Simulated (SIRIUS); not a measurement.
# I in SIRIUS: convergence with lmax of the augmentation

Input of the first run (lmax of the augmentation 4); the others differ in this setting and in those tied to it:

Contents of sirius.json:

```json
{
  "control": {
    "processing_unit": "cpu",
    "std_evp_solver_name": "lapack",
    "gen_evp_solver_name": "lapack",
    "verbosity": 2,
    "print_forces": true,
    "ortho_rf": true,
    "use_second_variation": true,
    "rmt_max": 3.0,
    "num_bands_to_print": 24,
    "save_wf": true
  },
  "parameters": {
    "electronic_structure_method": "full_potential_lapwlo",
    "xc_functionals": ["XC_GGA_X_PBE_SOL", "XC_GGA_C_PBE_SOL"],
    "core_relativity": "dirac",
    "valence_relativity": "iora",
    "num_fv_states": 55,
    "smearing": "fermi_dirac",
    "smearing_width": 0.0018374661,
    "pw_cutoff": 20,
    "gk_cutoff": 3.39,
    "lmax_apw": 4,
    "lmax_rho": 8,
    "lmax_pot": 8,
    "num_mag_dims": 0,
    "auto_rmt": 0,
    "ngridk": [2, 2, 1],
    "shiftk": [0, 0, 0],
    "num_dft_iter": 80,
    "energy_tol": 1e-07,
    "density_tol": 1e-05,
    "use_symmetry": true
  },
  "settings": {"tol_ne": 1e-10},
  "iterative_solver": {"type": "exact"},
  "mixer": {"type": "anderson", "beta": 0.5, "max_history": 8},
  "unit_cell": {
    "lattice_vectors": [[6.8692206034, -4.525931863, 0.0], [6.8692206034, 4.525931863, 0.0], [0.0, 0.0, 18.506919418]],
    "atom_types": ["I"],
    "atom_files": {"I": "I.json"},
    "atoms": {
      "I": [
        [0.653494, 0.346753, 0.382953],
        [0.152343, 0.84035, 0.113614],
        [0.366745, 0.645168, 0.615472],
        [0.846263, 0.1537, 0.88219]
      ]
    }
  }
}
```

The input I.json:

```json
{
  "name": "iodine",
  "symbol": "I",
  "number": 53,
  "mass": 126.90447,
  "rmin": 1e-06,
  "rmt": 2.48,
  "nrmt": 800,
  "rinf": 13.27,
  "core": "1s2s2p3s3p3d4s",
  "valence": [
    {"basis": [{"enu": -0.1, "dme": 0, "n": 0, "auto": 0}, {"enu": -0.1, "dme": 1, "n": 0, "auto": 0}]},
    {"l": 0, "n": 1, "basis": [{"enu": -0.1405, "dme": 0, "n": 0, "auto": 0}]},
    {"l": 1, "n": 2, "basis": [{"enu": 0.0, "dme": 0, "n": 0, "auto": 0}]},
    {"l": 2, "n": 3, "basis": [{"enu": 0.0, "dme": 0, "n": 0, "auto": 0}]},
    {"l": 3, "n": 4, "basis": [{"enu": 0.0, "dme": 0, "n": 0, "auto": 0}]}
  ],
  "lo": [
    {
      "l": 0,
      "basis": [{"enu": -0.1405, "dme": 0, "n": 0, "auto": 0}, {"enu": -0.1405, "dme": 1, "n": 0, "auto": 0}]
    },
    {
      "l": 0,
      "basis": [{"enu": -0.1405, "dme": 1, "n": 0, "auto": 0}, {"enu": -0.1405, "dme": 2, "n": 0, "auto": 0}]
    },
    {
      "l": 0,
      "basis": [{"enu": -0.1405, "dme": 0, "n": 0, "auto": 0}, {"enu": 1.8106, "dme": 0, "n": 0, "auto": 0}]
    },
    {"l": 1, "basis": [{"enu": 0.0, "dme": 0, "n": 0, "auto": 0}, {"enu": 0.0, "dme": 1, "n": 0, "auto": 0}]},
    {
      "l": 1,
      "basis": [{"enu": -4.4067, "dme": 0, "n": 4, "auto": 1}, {"enu": -4.4067, "dme": 1, "n": 4, "auto": 1}]
    },
    {"l": 1, "basis": [{"enu": -4.4067, "dme": 1, "n": 4, "auto": 1}, {"enu": 0.0, "dme": 0, "n": 0, "auto": 0}]},
    {"l": 1, "basis": [{"enu": 0.0, "dme": 0, "n": 0, "auto": 0}, {"enu": 2.9917, "dme": 0, "n": 0, "auto": 0}]},
    {"l": 2, "basis": [{"enu": 0.0, "dme": 0, "n": 0, "auto": 0}, {"enu": 0.0, "dme": 1, "n": 0, "auto": 0}]},
    {
      "l": 2,
      "basis": [{"enu": -1.5862, "dme": 0, "n": 4, "auto": 1}, {"enu": -1.5862, "dme": 1, "n": 4, "auto": 1}]
    },
    {"l": 2, "basis": [{"enu": -1.5862, "dme": 1, "n": 4, "auto": 1}, {"enu": 0.0, "dme": 0, "n": 0, "auto": 0}]},
    {"l": 2, "basis": [{"enu": 0.0, "dme": 0, "n": 0, "auto": 0}, {"enu": 3.3819, "dme": 0, "n": 0, "auto": 0}]},
    {"l": 3, "basis": [{"enu": 0.0, "dme": 0, "n": 0, "auto": 0}, {"enu": 0.0, "dme": 1, "n": 0, "auto": 0}]},
    {"l": 3, "basis": [{"enu": 0.0, "dme": 0, "n": 0, "auto": 0}, {"enu": 2.8291, "dme": 0, "n": 0, "auto": 0}]}
  ],
  "free_atom": [... radial grid and density of the free atom, the start of the SCF ...]
}
```

The input sirius_start.json:

```json
{
  "control": {
    "processing_unit": "cpu",
    "std_evp_solver_name": "lapack",
    "gen_evp_solver_name": "lapack",
    "verbosity": 1,
    "print_forces": false,
    "ortho_rf": true,
    "use_second_variation": true,
    "rmt_max": 3.0,
    "num_bands_to_print": 24,
    "save_wf": false
  },
  "parameters": {
    "electronic_structure_method": "full_potential_lapwlo",
    "xc_functionals": ["XC_LDA_X", "XC_LDA_C_PW"],
    "core_relativity": "dirac",
    "valence_relativity": "iora",
    "num_fv_states": 55,
    "smearing": "fermi_dirac",
    "smearing_width": 0.0055123983,
    "pw_cutoff": 20,
    "gk_cutoff": 2.71,
    "lmax_apw": 4,
    "lmax_rho": 8,
    "lmax_pot": 8,
    "num_mag_dims": 0,
    "auto_rmt": 0,
    "ngridk": [1, 1, 1],
    "shiftk": [0, 0, 0],
    "num_dft_iter": 30,
    "energy_tol": 0.01,
    "density_tol": 0.05,
    "use_symmetry": true
  },
  "settings": {"tol_ne": 1e-10},
  "iterative_solver": {"type": "exact"},
  "mixer": {"type": "anderson", "beta": 0.5, "max_history": 8},
  "unit_cell": {
    "lattice_vectors": [[6.8692206034, -4.525931863, 0.0], [6.8692206034, 4.525931863, 0.0], [0.0, 0.0, 18.506919418]],
    "atom_types": ["I"],
    "atom_files": {"I": "I.json"},
    "atoms": {
      "I": [
        [0.653494, 0.346753, 0.382953],
        [0.152343, 0.84035, 0.113614],
        [0.366745, 0.645168, 0.615472],
        [0.846263, 0.1537, 0.88219]
      ]
    }
  }
}
```

Potentials or basis: all-electron FP-LAPW, apw+lo standard.

Launch:

```console
$ OMP_NUM_THREADS=1 sirius.scf --input=sirius_start.json --output=start.json
$ OMP_NUM_THREADS=1 sirius.scf --input=sirius.json --output=output.json --task=1
```

The cell isn't the ideal one: atoms moved at random.

Hardware: 1 thread of Arm Neoverse V1, with other jobs on the host.

The values tried are 4, 5, 6, 8, 10, 12, 14, loosest first. From which on does the energy stay within 1 meV/atom of the tightest run that finished?

From 8 on.

| lmax of the augmentation | energy less the tightest run, at zero smearing (meV/atom) | largest force (eV/Å) | gap on the mesh (eV) | SCF cycles | CPU time (s) | peak memory (GiB) |
| --- | --- | --- | --- | --- | --- | --- |
| 4 | -62.09 | 0.222 | 1.245 | 13 | 150 | 0.77 |
| 5 | -17.76 | 0.755 | 1.242 | 13 | 150 | 0.75 |
| 6 | -5.72 | 0.929 | 1.241 | 13 | 160 | 0.76 |
| 8 | -0.62 | 1.011 | 1.241 | 13 | 170 | 0.79 |
| 10 | -0.02 | 1.017 | 1.241 | 13 | 190 | 0.86 |
| 12 | 0.00 | 1.017 | 1.241 | 13 | 210 | 0.95 |
| 14 | 0.00 | 1.017 | 1.241 | 13 | 240 | 1.1 |

Against the tightest run, the largest force stays within 0.005 eV/Å from 10 on; the gap on the mesh stays within 0.01 eV from 4 on. The tightest run that finished is the yardstick and may itself not be fully converged.

Caveat, for the tightest run too: the k mesh is coarse (spacing up to 0.79 Å⁻¹), so the values aren't converged; spin-orbit coupling is left out, which moves the levels of the heavy elements; an odd mesh through Γ misses points on the zone boundary, where band edges often lie.
